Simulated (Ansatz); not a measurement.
**CuAu: a tetragonal deformation path**

The task, for CuAu: follow a tetragonal deformation at fixed volume.

Computed with Ansatz 0.2.0 (DFT PBE, scalar-relativistic, plane waves, PAW, unless a step's input says otherwise).

### 1 Starting point

Symmetry: P4/mmm, No. 123, tetragonal system. Conventional cell: a = 2.800 Å, b = 2.800 Å, c = 3.670 Å, α = 90.00°, β = 90.00°, γ = 90.00°. Around Cu (site symmetry 4/mmm) lie 8 Au at 2.70 Å and 4 Cu at 2.80 Å. Around Au (site symmetry 4/mmm) lie 8 Cu at 2.70 Å and 4 Au at 2.80 Å.

Structure file:

```cif
data_structure
_symmetry_space_group_name_H-M 'P 1'
_symmetry_Int_Tables_number 1
_cell_length_a 2.8000
_cell_length_b 2.8000
_cell_length_c 3.6700
_cell_angle_alpha 90.000
_cell_angle_beta 90.000
_cell_angle_gamma 90.000
_cell_volume 28.77
loop_
_atom_site_label
_atom_site_type_symbol
_atom_site_fract_x
_atom_site_fract_y
_atom_site_fract_z
_atom_site_occupancy
Cu1 Cu 0.50000 0.50000 0.50000 1
Au1 Au 0.00000 0.00000 0.00000 1
```

The cell is taken as given, not relaxed at this level.

### 2 The scan: a tetragonal deformation path

At fixed volume and fractional coordinates, lengths along (0.000, 0.000, 1.000) are scaled against those across it; ρ is that ratio over its starting value.

### 3 ρ = 0.850

Input file input.yaml:

```yaml
crystal:
  lattice:
    - [2.9558681375, 0.0, 0.0]
    - [0.0, 2.9558681375, 0.0]
    - [0.0, 0.0, 3.2931538054]
  atoms:
    - { symbol: Cu, position: [0.5, 0.5, 0.5] }
    - { symbol: Au, position: [0.0, 0.0, 0.0] }
basis:
  ecutwfc: 420
kpoints:
  mp_grid: { grid: [18, 18, 14] }
hamiltonian:
  xc: pbe
scf:
  occupations: { method: gaussian, width: 0.15 }
output:
  forces: true
  stress: true
  eigenvalues: true
  write_density: true
  write_potential: true
  elf: true
  volumetric_format: npy
```

Command:

```
> ansatz run input.yaml --threads 1 --pin off --max-ram 2560MiB --backend cpu --events-out ev --progress --plain --runs-dir out
```

### 4 ρ = 1.200

Input file input.yaml:

```yaml
crystal:
  lattice:
    - [2.6349008809, 0.0, 0.0]
    - [0.0, 2.6349008809, 0.0]
    - [0.0, 0.0, 4.1443226712]
  atoms:
    - { symbol: Cu, position: [0.5, 0.5, 0.5] }
    - { symbol: Au, position: [0.0, 0.0, 0.0] }
basis:
  ecutwfc: 420
kpoints:
  mp_grid: { grid: [18, 18, 14] }
hamiltonian:
  xc: pbe
scf:
  occupations: { method: gaussian, width: 0.15 }
output:
  forces: true
  stress: true
  eigenvalues: true
```

### 5 ρ = 0.920

Edit input.yaml of step 4 so:

```diff
@@ -2,5 +2,5 @@
   lattice:
-    - [2.6349008809, 0.0, 0.0]
-    - [0.0, 2.6349008809, 0.0]
-    - [0.0, 0.0, 4.1443226712]
+    - [2.8789144236, 0.0, 0.0]
+    - [0.0, 2.8789144236, 0.0]
+    - [0.0, 0.0, 3.4715595213]
   atoms:
```

### 6 At ρ = 1.100

Edit input.yaml of step 5 so:

```diff
@@ -2,5 +2,5 @@
   lattice:
-    - [2.8789144236, 0.0, 0.0]
-    - [0.0, 2.8789144236, 0.0]
-    - [0.0, 0.0, 3.4715595213]
+    - [2.7124420572, 0.0, 0.0]
+    - [0.0, 2.7124420572, 0.0]
+    - [0.0, 0.0, 3.9107602089]
   atoms:
```

### 7 At ρ = 0.960

Edit input.yaml of step 6 so:

```diff
@@ -2,5 +2,5 @@
   lattice:
-    - [2.7124420572, 0.0, 0.0]
-    - [0.0, 2.7124420572, 0.0]
-    - [0.0, 0.0, 3.9107602089]
+    - [2.8383609313, 0.0, 0.0]
+    - [0.0, 2.8383609313, 0.0]
+    - [0.0, 0.0, 3.5714690118]
   atoms:
```

### 8 ρ = 1.050

Edit input.yaml of step 7 so:

```diff
@@ -2,5 +2,5 @@
   lattice:
-    - [2.8383609313, 0.0, 0.0]
-    - [0.0, 2.8383609313, 0.0]
-    - [0.0, 0.0, 3.5714690118]
+    - [2.7548308111, 0.0, 0.0]
+    - [0.0, 2.7548308111, 0.0]
+    - [0.0, 0.0, 3.7913359037]
   atoms:
```

### 9 Point ρ = 0.800

Edit input.yaml of step 8 so:

```diff
@@ -2,5 +2,5 @@
   lattice:
-    - [2.7548308111, 0.0, 0.0]
-    - [0.0, 2.7548308111, 0.0]
-    - [0.0, 0.0, 3.7913359037]
+    - [3.016208566, 0.0, 0.0]
+    - [0.0, 3.016208566, 0.0]
+    - [0.0, 0.0, 3.162710125]
   atoms:
```

### 10 Point ρ = 1.300

Edit input.yaml of step 9 so:

```diff
@@ -2,5 +2,5 @@
   lattice:
-    - [3.016208566, 0.0, 0.0]
-    - [0.0, 3.016208566, 0.0]
-    - [0.0, 0.0, 3.162710125]
+    - [2.5655289158, 0.0, 0.0]
+    - [0.0, 2.5655289158, 0.0]
+    - [0.0, 0.0, 4.3714780205]
   atoms:
```

(Steps that only read results are left out.)

What does the calculation give? Wanted: highest point.

The runs gave:

| quantity | value |
| --- | --- |
| highest point | 202.6 meV/atom at ρ = 1.300 |

In words: The undisturbed cell is not the lowest point: the energy is 1.4 meV/atom lower at ρ = 0.960; the cell was taken as given and not relaxed at this level. No sampled point inside the path is a dip, apart from those named. The runs treat Au without spin-orbit coupling.
